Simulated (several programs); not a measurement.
What each method gives for GaN (4H polytype)

GaN, 4H polytype, relaxed with r2SCAN in Ansatz, was computed with several methods. Space group P6_3mc (No. 186), hexagonal; conventional cell a = 3.182 Å, c = 10.377 Å, 11.37 Å³ an atom. Ga is surrounded by 4 N at 1.95 Å; N is surrounded by 4 Ga at 1.95 Å. These are computed values for a spin-unpolarised cell that may be hypothetical; none is a measurement.

```cif
data_structure
_symmetry_space_group_name_H-M 'P6_3mc'
_symmetry_Int_Tables_number 186
_cell_length_a 3.1817
_cell_length_b 3.1817
_cell_length_c 10.3773
_cell_angle_alpha 90.000
_cell_angle_beta 90.000
_cell_angle_gamma 120.000
_cell_volume 90.98
loop_
_atom_site_label
_atom_site_type_symbol
_atom_site_symmetry_multiplicity
_atom_site_Wyckoff_symbol
_atom_site_fract_x
_atom_site_fract_y
_atom_site_fract_z
_atom_site_occupancy
Ga1 Ga 2 a 0.00000 0.00000 0.99964 1
Ga2 Ga 2 b 0.33333 0.66667 0.24993 1
N1 N 2 a 0.00000 0.00000 0.18764 1
N2 N 2 b 0.33333 0.66667 0.43779 1
```

Gaps and times are for a single point on this cell; volume and bulk modulus come from each method's own relaxation or energy curve at fixed shape, which is too stiff where a cell has free coordinates or axes. Times are rough, from shared hosts (Arm Neoverse V2; Intel Xeon Platinum 8488C; NVIDIA H100 80GB HBM3), and each method has its own mesh and cell size. A double dagger marks a value from a curve with shape and coordinates held. PM6 (MOPAC), PM7 (MOPAC), GFN1-xTB (tblite), GFN2-xTB (tblite) treat a cluster of cells at its zone centre, which samples few k points: where these miss a band edge, the gap comes out too large for that reason alone. Gaps from k meshes are read at a limited set of points (mesh, symmetry points, PBE's band edges), so each method's own least gap may be somewhat smaller. Force fields have no electrons; where one was fitted to this phase, its volume and modulus reflect the fit. xTB and the PM methods were fitted mostly to molecules, and can miss a solid's gap by electronvolts. Minimal bases can be far off for gaps. Times of the plane-wave ladder aren't listed, since it ran on unlike processors and cards. GLLB-SC's gap includes the derivative discontinuity. d marks a direct gap, i an indirect one (no mark: not told apart), a dash a value that wasn't computed or didn't pass its checks.

| method | kind | gap (eV) | own volume (Å³/atom) | bulk modulus (GPa) | atoms computed | processor time |
| --- | --- | --- | --- | --- | --- | --- |
| PBEsol | semilocal | – | 11.37 | – | 8 | – |
| GaN.sw (LAMMPS) | force field | – | 11.48 | 206‡ | 8 | 0.14 s |
| GaN.tersoff (LAMMPS) | force field | – | 11.38 | 208‡ | 8 | 0.16 s |
| PM7 (MOPAC) | semi-empirical | 3.01 | – | – | cluster | 3.1 s |
| PM6 (MOPAC) | semi-empirical | 4.99 | – | – | cluster | 3.5 s |
| light PBE (260 eV and a coarse mesh) | light plane-wave | 1.48 d | – | – | 8 | 3.8 s |
| GFN1-xTB (tblite) | tight binding | 1.45 | – | – | cluster | 6 s |
| GFN2-xTB (tblite) | tight binding | 1.89 | 10.94‡ | 132‡ | cluster | 8.6 s |
| PBE+SOC | semilocal | 1.84 d | – | – | 8 | – |
| LDA | semilocal | 1.85 d | 11.05 | – | 8 | – |
| PBE | semilocal | 1.84 d | 11.76 | 172‡ | 8 | – |
| PBE/SZV (CP2K) | small basis | 2.00 d | 12.21‡ | 166‡ | 8 | 22 s |
| GLLB-SC (GPAW) | model potential | 2.68 | – | – | 8 | 38 s |
| HSE06 | hybrid | 3.10 d | – | – | 8 | – |
| r2SCAN | semilocal | 2.26 d | 11.37 | 197‡ | 8 | – |
| PBE/DZVP (CP2K) | small basis | 1.83 d | 11.92‡ | 168‡ | 8 | 80 s |
| LC-ωPBE | hybrid | 8.39 d | – | – | 8 | – |
| PBE0 | hybrid | 3.79 d | – | – | 8 | – |
| DDH-PBE0 | hybrid | 3.15 d | – | – | 8 | – |

Against HSE06 (3.10 eV) and with closed or daggered gaps left aside, the nearest gap at the points sampled is that of DDH-PBE0 (+0.05 eV) and the farthest that of LC-ωPBE (+5.29 eV). HSE06 is only a yardstick of convenience, and nearness to it can be luck.

Volumes against r2SCAN's: PBEsol 0.0 %, GaN.sw (LAMMPS) +1.0 %, GaN.tersoff (LAMMPS) +0.1 %, LDA -2.8 %, PBE +3.4 %.

Only the rows marked +SOC include spin-orbit coupling.
